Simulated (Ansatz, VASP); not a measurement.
One calculation of AlN, two programs

```xyz
4
Lattice="3.1302 0.0000 0.0000 -1.5651 2.7109 0.0000 0.0000 0.0000 5.0180" Properties=species:S:1:pos:R:3 pbc="T T T"
Al    0.0000    1.8072   -0.0039
Al    1.5651    0.9036    2.5051
N     0.0000    1.8072    1.9107
N     1.5651    0.9036    4.4197
```

Alike in both runs: functional PBE; k mesh 9 × 9 × 6; occupations gaussian, width 0.02 eV; no spin polarisation.

Ansatz relaxed the structure, and its values are those at the end. VASP's run is a single point on that final structure, the one shown.

```csv
,VASP,Ansatz
version,VASP 6.6.1,Ansatz 0.2.0
potentials or method,"VASP PAW PBE potentials, release 64 (Al, N)","scalar-relativistic, plane waves, PAW"
plane-wave cutoff (eV),520,420
valence electrons in the cell,16,16
```

|  | VASP | Ansatz | Ansatz less VASP |
| --- | --- | --- | --- |
| gap on the k mesh at the Fermi level (eV) | 4.04 | 4.03 | -0.009 |
| least direct gap on the mesh (eV) | 4.04 | 4.03 | -0.009 |
| pressure (GPa) | -0.3 | 0.0 | +0.26 |

As with any semilocal functional, this PBE gap is likely too small.
